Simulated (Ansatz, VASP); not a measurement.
Two plane-wave programs on B

INCAR

```
SYSTEM = B
PREC = Accurate
ENCUT = 520
EDIFF = 1E-6
ISMEAR = -1
SIGMA = 0.1
LREAL = .False.
LASPH = .True.
NELM = 100
ALGO = Normal
ISIF = 2
LWAVE = .False.
LCHARG = .False.
NBANDS = 8
```

The input KPOINTS:

```
regular mesh
0
Gamma
  22 22 22
  0 0 0
```

Contents of POSCAR:

```
B
1.0
   -1.1093009535      1.1093009535      1.1093009535
    1.1093009535     -1.1093009535      1.1093009535
    1.1093009535      1.1093009535     -1.1093009535
B
1
Direct
    0.0000000000      0.0000000000      0.0000000000
```

Input for Ansatz:

```yaml
crystal:
  lattice:
    - [-1.1093009535, 1.1093009535, 1.1093009535]
    - [1.1093009535, -1.1093009535, 1.1093009535]
    - [1.1093009535, 1.1093009535, -1.1093009535]
  atoms:
    - { symbol: B, position: [0.0, 0.0, 0.0] }
hamiltonian:
  xc: lda
  pseudopotentials:
    kind: paw
    azcp:
      B: "pseudopotentials/B.paw.azcp"
basis:
  ecutwfc: 420
  fft_grid_basis: typed
kpoints:
  mp_grid: { grid: [22, 22, 22], shift: [0, 0, 0] }
magnetization:
  spin_polarized: false
scf:
  occupations: { method: fermi_dirac, width: 0.1 }
  lower_state_search: "off"
output:
  stress: true
  write_density: true
  write_potential: true
  elf: true
  volumetric_format: npy
```

Alike in both runs: task single point; functional LDA; k mesh 22 × 22 × 22; occupations fermi-dirac, width 0.1 eV; no spin polarisation.

```csv
,VASP,Ansatz
version,VASP 6.6.1,Ansatz 0.2.0
potentials or method,"VASP PAW LDA potentials, release 64 (B)","plane waves (420 eV) with PAW, scalar-relativistic"
plane-wave cutoff (eV),520,420
valence electrons in the cell,3,3
```

```tsv
	VASP	Ansatz	Ansatz less VASP
pressure (GPa)	25.1	24.8	-0.33
```

Ansatz warned: «pseudo_functional_mismatch».

Caveats: so large a pressure means that the cell lies far from this level's equilibrium, or that cutoff or potentials fall short (VASP).
